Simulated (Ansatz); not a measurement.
# Gap against strain: (11,0) C nanotube

How it was computed: Ansatz 0.2.0, plane waves with PAW datasets, PBE, Fermi-Dirac smearing of 0.05 eV, no spin-orbit coupling. The period is scaled from its relaxed value of 4.270 Å and the atoms relax, within the symmetry of the start, at each strain ε (in %); gaps, in eV, are read on a band path.

```
period (Å)  energy (eV a cell)  place of the conduction minimum (Γ = 0, Z = 1)   ε     gap
     4.099              +2.080                                            0.00  −4  0.9075
     4.185              +0.505                                            0.00  −2   1.047
     4.270               0.000                                            0.00   0  0.9146
     4.355              +0.478                                            0.00   2  0.6583
     4.441              +1.848                                            0.00   4  0.4115
```

One run is withheld: period (Å) = 4.526, with ε = 6. Fit a straight line gap = a + b × ε to the 5 rows shown and predict it.

**Fit.** The means are 0 for ε and 0.7879 for gap. The sum of products of deviations is −2.762 and the sum of squares in ε is 40, so b = −2.762 / 40 = −0.06906 and a = 0.7879 − (−0.06906) × 0 = 0.7879. The residuals' standard deviation, with 3 degrees of freedom, is σ = 0.15.

**Prediction.** gap = 0.7879 + (−0.06906) × 6 = 0.3735. The run gave 0.1425, so the prediction less the run is +0.23. The standard error of a prediction there, σ√(1 + 1/5 + (6 − 0)²/40), is 0.21, and the miss is 1.1 times that, for a point outside the fitted range. With so few rows σ is itself uncertain.

The gap does not move one way: it turns somewhere between ε = -4 and 0 %, and the true extreme can lie between the rows, beyond the values shown.

Caveats: Kohn-Sham gaps of a wire among periodic images, which in a check on one flat ribbon (7 Å apart) lowered the gap by 0.2 eV and flattened the slope; the slope b × 100 is a mean deformation potential of the gap, in eV per unit strain. Between neighbouring runs it lies between −13.5 and 7.0 eV, so a bend, a kink or scatter between runs makes one line a rough account. The unstrained row comes from a denser mesh than the others, which shifts its energy a little. Series of this kind are told only where this holds: a gap at every strain (compound wires with polar facets were set aside first). 88 of 101 did.

[Logs are printed without paths, hosts, clocks, repeated set-up lines and the standing remarks that a program may print on its own settings, such as how far it seeks lower states.]
